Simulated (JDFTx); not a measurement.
# TaS2 under changes of volume

One of the cells (18.984 Å³/atom); the others are scaled copies at fixed shape and fractional positions:

```
Ta S
1.0
     3.35000    0.00000    0.00000
    -1.67500    2.90119    0.00000
     0.00000    0.00000    5.86000
Ta S
1 2
Direct
  0.00000 0.00000 0.00000
  0.66667 0.33333 0.75000
  0.33333 0.66667 0.25000
```

```yaml
Program: JDFTx 1.7.0 (patched build)
Functional: PBE
Potentials_or_basis: PseudoDojo-SR-PBE-0.5-standard
Cutoff: 789 eV
Density_cutoff: 3157 eV
k_mesh: 9 × 9 × 5
Occupations: fermi-dirac, width 0.05 eV
Spin: no spin polarisation
```

| volume (Å³/atom) | energy over the lowest point (meV/atom) | pressure (GPa) | largest force (eV/Å) |
| --- | --- | --- | --- |
| 17.845 | ? | ? | ? |
| 18.225 | 92.48 | 16.1 | 1.969 |
| 18.605 | 58.88 | 12.4 | 1.581 |
| 18.984 | 33.56 | 9.1 | 1.220 |
| 19.364 | 15.77 | 6.0 | 0.883 |
| 19.744 | 4.79 | 3.3 | 0.568 |
| 20.123 | 0.00 | 0.8 | 0.273 |

Question: What does the run at 17.845 Å³/atom give?

Answer: Energy over the lowest point 135.22 meV/atom; pressure 20.1 GPa; largest force 2.385 eV/Å.

Worked out: A Birch-Murnaghan fit of order 3 (a polynomial in V^(-2/3)) to the other rows has its minimum at 20.25 Å³/atom, just outside them, with B0 = V·E''(V) = 123 GPa and B' = 4.1 at fixed shape and positions, which overstates the stiffness. It gives 135.27 meV/atom at 17.845 Å³/atom, against the run's 135.22, and -dE/dV = 20.1 GPa, against 20.1.

Energies are extrapolated to zero smearing.

Caveats: forces may be off by hundredths of an eV/Å; this functional lacks dispersion, which binds the layers, so the pressure and a relaxed spacing across them are unreliable.
